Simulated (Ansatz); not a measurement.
Pb in several cubic structure types, each at its own equilibrium volume.

Computed with PBE, plane waves, PAW datasets (generated soft set 1) (Ansatz).

Settings: cutoff 420 eV; no spin polarisation; Fermi–Dirac smearing of 0.0612 eV; k-meshes 38³ (bcc), 27³ (diamond), 37³ (fcc).

Rank the structures by energy per atom, lowest first.
A. fcc
B. bcc
C. diamond

A (0.0 meV/atom), B (43 meV/atom), C (264 meV/atom).

Give the equilibrium volume and bulk modulus of each.


```tsv
structure	V₀ (Å³/atom)	B₀ (GPa)
bcc	31.94	39
diamond	43.99	25
fcc	32.01	40
```

Only these cubic types are compared here; the real ground state can be another structure or magnetic.

Model structures, not the usual forms at ambient conditions (metastable or hypothetical): Pb (bcc type), Pb (diamond type). Spin–orbit coupling is left out, which matters for 6p elements such as Tl, Pb and Bi.
